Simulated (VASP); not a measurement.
# BaTiO3 (Barioperovskite) (Amm2) in VASP: notebook

Runs on BaTiO3 (Barioperovskite). Level: LDA. Tasks: evGW0 quasiparticle levels, equation of state.

All numbers are computed with VASP 6.6.1; they aren't measurements. Logs are shortened: lines on timing, memory, paths and dates and some standing lists are left out, and cuts for length are marked.

### Step 1. The structure

The structure is orthorhombic, space group Amm2 (No. 38). Conventional cell: a = 3.986 Å, b = 5.674 Å, c = 5.690 Å, α = 90.00°, β = 90.00°, γ = 90.00°. Ba (site symmetry mm2) has 12 O at 2.77 to 2.92 Å as nearest neighbours. Ti (site symmetry mm2) has 6 O at 1.93 to 2.09 Å as nearest neighbours. Around O (site symmetry m) lie 2 Ti at 1.93 to 2.09 Å. O (site symmetry mm2) is surrounded by 2 Ti at 2.00 Å.

### Step 2. EvGW0 quasiparticle levels, LDA

File POSCAR:

```
BaTiO3
1.0
    3.9855000000      0.0000000000      0.0000000000
    0.0000000000      2.8369000000      2.8451500000
    0.0000000000     -2.8369000000      2.8451500000
Ba Ti O
1 1 3
Direct
    0.0000000000      0.0000000000      0.0000000000
    0.5000000000      0.5124000000      0.5124000000
    0.5000000000      0.9918400000      0.5052400000
    0.5000000000      0.5052400000      0.9918400000
    0.0000000000      0.4874000000      0.4874000000
```

File INCAR.step1:

```
SYSTEM = BaTiO3
PREC = Accurate
ENCUT = 500
EDIFF = 1E-8
ISMEAR = 0
SIGMA = 0.01
LREAL = .False.
LASPH = .True.
NELM = 60
ALGO = Normal
LWAVE = .True.
LCHARG = .False.
KPAR = 4
```

File INCAR.step2:

```
SYSTEM = BaTiO3
PREC = Accurate
ENCUT = 500
EDIFF = 1E-8
ISMEAR = 0
SIGMA = 0.01
LREAL = .False.
LASPH = .True.
NELM = 1
ALGO = Exact
LWAVE = .True.
LCHARG = .False.
NBANDS = 288
LOPTICS = .True.
ISTART = 1
KPAR = 4
```

File INCAR.step3:

```
SYSTEM = BaTiO3
PREC = Accurate
ENCUT = 500
EDIFF = 1E-8
ISMEAR = 0
SIGMA = 0.01
LREAL = .False.
LASPH = .True.
ALGO = EVGW0
LWAVE = .False.
LCHARG = .False.
NELMGW = 4
NBANDS = 288
ENCUTGW = 150
NOMEGA = 50
PRECFOCK = Fast
ISTART = 1
NBANDSGW = 28
KPAR = 4
```

File KPOINTS:

```
regular mesh
0
Gamma
  4 4 4
  0 0 0
```

Potentials or basis: VASP PAW LDA potentials, release 64 (Ba_sv_GW, Ti_sv_GW, O_GW).

On the command line:

```bash
$ cat potpaw_LDA.64/Ba_sv_GW/POTCAR potpaw_LDA.64/Ti_sv_GW/POTCAR potpaw_LDA.64/O_GW/POTCAR > POTCAR
$ cp INCAR.step1 INCAR
$ mpirun -np 4 vasp_std > vasp.out
$ cp INCAR.step2 INCAR
$ mpirun -np 4 vasp_std > vasp.out
$ cp INCAR.step3 INCAR
$ mpirun -np 4 vasp_std > vasp.out
```

OUTCAR:

```text
SYSTEM = BaTiO3
   PREC = Accurate
   ENCUT = 500
   EDIFF = 1E-8
   ISMEAR = 0
   LREAL = .False.
   LASPH = .True.
   NELMGW = 4
   ENCUTGW = 150
   PRECFOCK = Fast
   ISTART = 1

 ion  position               nearest neighbor table
   1  0.000  0.000  0.000-
   2  0.500  0.512  0.512-   3 1.93   4 1.93   5 2.00   5 2.00   3 2.09   4 2.09
   3  0.500  0.992  0.505-   2 1.93   2 2.09
   4  0.500  0.505  0.992-   2 1.93   2 2.09
   5  0.000  0.487  0.487-   2 2.00   2 2.00

  LATTYP: Found a base centered orthorhombic cell.
 ALAT       =     5.6738000000
 B/A-ratio  =     1.0029081039
 C/A-ratio  =     0.7024392823

  Lattice vectors:

 A1 = (   0.0000000000,   2.8369000000,  -2.8451500000)
 A2 = (   0.0000000000,   2.8369000000,   2.8451500000)
 A3 = (   3.9855000000,   0.0000000000,   0.0000000000)

Analysis of symmetry for initial positions (statically):
=====================================================================
 Subroutine PRICEL returns:
 Original cell was already a primitive cell.

 Routine SETGRP: Setting up the symmetry group for a
 base centered orthorhombic supercell.

 Subroutine GETGRP returns: Found  4 space group operations
 (whereof  4 operations were pure point group operations)
 out of a pool of  8 trial point group operations.

The static configuration has the point symmetry C_2v.

Analysis of symmetry for dynamics (positions and initial velocities):
=====================================================================
 Subroutine PRICEL returns:
 Original cell was already a primitive cell.

 Routine SETGRP: Setting up the symmetry group for a
 base centered orthorhombic supercell.

 Subroutine GETGRP returns: Found  4 space group operations
 (whereof  4 operations were pure point group operations)
 out of a pool of  8 trial point group operations.

The dynamic configuration has the point symmetry C_2v.

 Subroutine INISYM returns: Found  4 space group operations
 (whereof  4 operations are pure point group operations),
 and found     1 'primitive' translations

----------------------------------------------------------------------------------------

                                     Primitive cell

  volume of cell :      64.3372

  direct lattice vectors                    reciprocal lattice vectors
     3.985500000  0.000000000  0.000000000     0.250909547  0.000000000  0.000000000
     0.000000000  2.836900000  2.845150000     0.000000000  0.176248722  0.175737659
     0.000000000 -2.836900000  2.845150000     0.000000000 -0.176248722  0.175737659

  length of vectors
     3.985500000  4.017820321  4.017820321     0.250909547  0.248892219  0.248892219

  position of ions in fractional coordinates (direct lattice)
     0.000000000  0.000000000  0.000000000
     0.500000000  0.512400000  0.512400000
     0.500000000  0.991840000  0.505240000
     0.500000000  0.505240000  0.991840000
     0.000000000  0.487400000  0.487400000

  ion indices of the primitive-cell ions
   primitive index   ion index
                 1           1
                 2           2
                 3           3
                 4           4
                 5           5

----------------------------------------------------------------------------------------

 KPOINTS: regular mesh

Automatic generation of k-mesh.
 Grid dimensions read from file:
 generate k-points for:    4    4    4

 Generating k-lattice:

  Cartesian coordinates                     Fractional coordinates (reciprocal lattice)
     0.062727387  0.000000000  0.000000000     0.250000000  0.000000000  0.000000000
     0.000000000  0.044062181  0.043934415     0.000000000  0.250000000  0.000000000
     0.000000000 -0.044062181  0.043934415     0.000000000  0.000000000  0.250000000

  Length of vectors
     0.062727387  0.062223055  0.062223055

  Shift w.r.t. Gamma in fractional coordinates (k-lattice)
     0.000000000  0.000000000  0.000000000

 Subroutine IBZKPT returns following result:
 ===========================================

 Found     21 irreducible k-points:

 Following reciprocal coordinates:
            Coordinates               Weight
  0.000000  0.000000  0.000000      1.000000
  0.250000  0.000000  0.000000      2.000000
  0.500000  0.000000  0.000000      1.000000
  0.000000  0.250000  0.000000      4.000000
  0.250000  0.250000  0.000000      8.000000
  0.500000  0.250000  0.000000      4.000000
[... 13 lines left out ...]
  0.250000  0.500000  0.500000      2.000000
  0.500000  0.500000  0.500000      1.000000
   k-points           NKPTS =     21   k-points in BZ     NKDIM =     64   number of bands    NBANDS=    288
   number of dos      NEDOS =    301   number of ions     NIONS =      5
   total plane-waves  NPLWV =  27000
   dimension x,y,z NGX =    30 NGY =   30 NGZ =   30
   dimension x,y,z NGXF=    60 NGYF=   60 NGZF=   60
   ions per type =               1   1   3
   NGX,Y,Z   is equivalent  to a cutoff of  12.51, 12.41, 12.41 a.u.
   NGXF,Y,Z  is equivalent  to a cutoff of  25.03, 24.83, 24.83 a.u.
 SYSTEM =  BaTiO3
   PREC   = accura    normal or accurate (medium, high low for compatibility)
   ISTART =      1    job   : 0-new  1-cont  2-samecut
   ICHARG =      0    charge: 1-file 2-atom 10-const
   ISPIN  =      1    spin polarized calculation?
   LNONCOLLINEAR =      F non collinear calculations
   LSORBIT =      F    spin-orbit coupling
   LASPH  =      T    aspherical Exc in radial PAW
   ENCUT  =  500.0 eV  36.75 Ry    6.06 a.u.   7.27  7.33  7.33*2*pi/ulx,y,z
   NELM   =     60;   NELMIN=  2; NELMDL=  0     # of ELM steps
   EDIFF  = 0.1E-07   stopping-criterion for ELM
   LREAL  =      F    real-space projection
   EDIFFG = 0.1E-06   stopping-criterion for IOM
   NSW    =      0    number of steps for IOM
   IBRION =     -1    ionic relax: 0-MD 1-quasi-New 2-CG
   NFREE  =      0    steps in history (QN), initial steepest desc. (CG)
   ISIF   =      0    stress and relaxation
   ISYM   =      3    0-nonsym 1-usesym 2-fastsym
   POTIM  = 0.5000    time-step for ionic-motion
   TEBEG  =    0.0;   TEEND  =   0.0 temperature during run
   PSTRESS=    0.0 pullay stress
   NELECT =      40.0000    total number of electrons
   NUPDOWN=      -1.0000    fix difference up-down
   EMIN   =  10.00;   EMAX   =-10.00  energy-range for DOS
   EFERMI =   0.00;   METHOD = LEGACY
   ISMEAR =     0;   SIGMA  =   0.01  broadening in eV -4-tet -1-fermi 0-gaus
   EFERMI_NEDOS =   21; number of points for ismear=-14 and -15
   IALGO  =     38    algorithm
   IMIX   =      4    mixing-type and parameters
     AMIX     =   0.40;   BMIX     =  1.00
     AMIX_MAG =   1.60;   BMIX_MAG =  1.00
  volume/ion in A,a.u.               =      12.87        86.83
  Fermi-wavevector in a.u.,A,eV,Ry     =   1.397250  2.640420 26.562762  1.952308
  Thomas-Fermi vector in A             =   2.520525
   LORBIT       =      0    0 simple, 1 ext, 2 COOP (PROOUT), +10 PAW based schemes
   GGA     = CA    functional components
   LHFCALC =     T    Hartree Fock is set to
   PRECFOCK=fast      Normal, Fast or Accurate (Low or Medium for compatibility)
   ENCUT4O =  -1.0   cutoff for four orbital integrals eV
   NKREDX  =     1    reduce k-point grid by
   NKREDY  =     1    reduce k-point grid by
   NKREDZ  =     1    reduce k-point grid by
   AEXX    =    1.0000 exact exchange contribution
   HFSCREEN=    0.0000 screening length (either q_TF or 0.3 A-1)
   HFSCREENC=   0.0000 screening length for correlation (either q_TF or 0.3 A-1)
   ENCUTFOCK=  -1.0 apply spherical cutoff to Coloumb kernel
   IVDW    =     0    specifies the selected vdW correction
   LEPSILON=     F    determine dielectric tensor
   LRPA    =     F    only Hartree local field effects (RPA)
   LRPAFORCE           =     F    calculate RPA forces
   ENCUTGW             = 150.0    cutoff for response function in eV
   ENCUTGWSOFT         = 120.0    soft cutoff for Coulomb kernel in GW response function in eV
   ENCUTLF             =  -1.0    cutoff for local field effects
   NELMGW              =     4    number of iterations in solving QP/BSE equation
   NELMHF              =     1    number of iterations in the inner HF iteration
   NKREDLFX            =     1    NKREDLFY  =   1   NKREDLFZ  =   1
 non-spin polarized calculation
 Gauss-broadening in eV      SIGMA  =   0.01
  energy-cutoff  :      500.00
  volume of cell :       64.34
 maximum number of plane-waves:      1654
 NGX is ok and might be reduce to    30
  NGX = 16; NGY = 16; NGZ = 16
   NGX = 15   NGY = 15   NGZ = 15
 maximum number of plane-waves:       280

 QP shifts <psi_nk| G(iteration)W_0 |psi_nk>: iteration 1
 for sc-GW calculations column KS-energies equals QP-energies in previous step
 and V_xc(KS)=  KS-energies - (<T + V_ion + V_H > + <T+V_H+V_ion>^1  + <V_x>^1)

 k-point   1 :       0.0000    0.0000    0.0000
  band No.  KS-energies  QP-energies   sigma(KS)   V_xc(KS)     V^pw_x(r,r')   Z            occupation Imag(sigma)

      1     -50.7464     -51.9521     -26.4885     -24.4230     -41.5327       0.5837       2.0000       1.8109
      2     -27.3801     -28.2019     -25.2751     -23.9936     -34.5048       0.6414       2.0000       1.0756
      3     -27.3768     -28.1958     -25.2703     -23.9942     -34.5021       0.6418       2.0000       1.0714
      4     -27.3631     -28.1768     -25.2689     -23.9985     -34.5025       0.6405       2.0000       1.0617
      5     -19.4862     -20.4575     -16.7654     -15.3750     -24.6998       0.6986       2.0000       1.7122
      6     -11.5201     -12.8641     -20.9361     -18.8929     -30.3668       0.6578       2.0000       1.4654
[... 639 lines left out ...]
      6     -10.5948     -12.0903     -21.8894     -19.6802     -31.0252       0.6770       2.0000       1.3406
[... 20 lines left out ...]
     27      12.8126      14.4138     -20.7181     -23.0635     -13.6732       0.6827       0.0000      -0.7590
     28      12.8544      14.4252     -20.1546     -22.4334     -13.2436       0.6893       0.0000      -0.7380

 QP shifts <psi_nk| G(iteration)W_0 |psi_nk>: iteration 2

 k-point   1 :       0.0000    0.0000    0.0000
  band No. old QP-enery  QP-energies   sigma(KS)   T+V_ion+V_H  V^pw_x(r,r')   Z            occupation Imag(sigma)

      1     -51.9521     -52.3942     -26.3787     -26.3234     -41.5327       0.5895       2.0000       1.8565
      2     -28.2019     -28.4527     -25.2096      -3.3864     -34.5048       0.6363       2.0000       1.1153
      3     -28.1958     -28.4492     -25.2073      -3.3826     -34.5021       0.6428       2.0000       1.1104
      4     -28.1768     -28.4289     -25.2062      -3.3645     -34.5025       0.6401       2.0000       1.1002
      5     -20.4575     -20.8116     -16.8609      -4.1112     -24.6998       0.6882       2.0000       1.6563
      6     -12.8641     -13.2690     -20.8506       7.3728     -30.3668       0.6598       2.0000       1.5503
[... 639 lines left out ...]
      6     -12.0903     -12.4777     -21.7563       9.0854     -31.0252       0.6673       2.0000       1.4256
[... 20 lines left out ...]
     27      14.4138      14.8024     -20.8932      35.8761     -13.6732       0.6829       0.0000      -0.8256
     28      14.4252      14.7957     -20.3246      35.2877     -13.2436       0.6887       0.0000      -0.7968

 QP shifts <psi_nk| G(iteration)W_0 |psi_nk>: iteration 3

 k-point   1 :       0.0000    0.0000    0.0000
  band No. old QP-enery  QP-energies   sigma(KS)   T+V_ion+V_H  V^pw_x(r,r')   Z            occupation Imag(sigma)

      1     -52.3942     -52.5392     -26.3241     -26.3234     -41.5327       0.5723       2.0000       1.8790
      2     -28.4527     -28.5343     -25.1936      -3.3864     -34.5048       0.6407       2.0000       1.1248
      3     -28.4492     -28.5282     -25.1899      -3.3826     -34.5021       0.6406       2.0000       1.1204
      4     -28.4289     -28.5089     -25.1894      -3.3645     -34.5025       0.6399       2.0000       1.1103
      5     -20.8116     -20.9037     -16.8351      -4.1112     -24.6998       0.6835       2.0000       1.6699
      6     -13.2690     -13.3806     -20.8112       7.3728     -30.3668       0.6591       2.0000       1.5902
[... 474 lines left out ...]
      1     -52.3889     -52.5349     -26.3215     -26.3213     -41.5338       0.5750       2.0000       1.8793
      2     -28.4613     -28.5423     -25.1408      -3.4483     -34.4853       0.6346       2.0000       1.1343
      3     -28.4557     -28.5359     -25.1410      -3.4407     -34.4854       0.6366       2.0000       1.1293
      4     -28.4249     -28.5047     -25.1902      -3.3588     -34.4983       0.6430       2.0000       1.1057
      5     -20.6963     -20.7870     -16.8858      -3.9425     -24.6664       0.6870       2.0000       1.6271
      6     -13.2664     -13.3780     -20.6792       7.2434     -30.1636       0.6587       2.0000       1.5824
[... 12 lines left out ...]
     19       3.6970       3.6852     -19.7988      23.4797     -23.7067       0.7329       2.0000       0.3483
     20       4.1075       4.0912     -19.6976      23.7826     -24.0194       0.7251       2.0000       0.3785
     21
```

Wall time 56 min (4 MPI ranks of Intel Xeon Platinum 8488C (Sapphire Rapids), shared host); peak memory 1.4 GiB.

Results:

| Item | Value |
| --- | --- |
| Band gap on the k mesh, mean-field level | 1.81 eV, indirect (least direct gap 1.98 eV) |
| Quasiparticle gap | 4.10 eV |
| Least direct quasiparticle gap | 4.25 eV |

Levels at points of the mesh, in eV from the valence-band top:
```tsv
k point	band 18	band 19	band 20	band 21	band 22	band 23
(0.00, 0.00, 0.00)	-0.32	-0.21	-0.17	1.81	1.87	2.04
(0.50, 0.00, 0.00)	-1.74	-0.80	-0.74	1.99	3.51	3.59
(0.00, 0.50, 0.00)	-1.68	-0.80	-0.71	2.04	3.54	3.57
(0.50, 0.50, 0.00)	-0.85	-0.84	-0.05	3.57	3.58	3.97
(0.00, 0.50, 0.50)	-0.88	-0.84	-0.10	3.55	3.61	3.97
(0.50, 0.50, 0.50)	-0.05	-0.01	0.00	4.18	4.22	4.23
```

Quasiparticle gap after each update of the energies (eV): 3.61, 3.99, 4.08, 4.10

Caveat: bands, screening cutoff and mesh are small and nothing is extrapolated, so the quasiparticle values aren't converged; spin-orbit coupling is left out, which moves the levels of the heavy elements. A k mesh can miss the band edges.

(Part 1 of 2 ends here.)
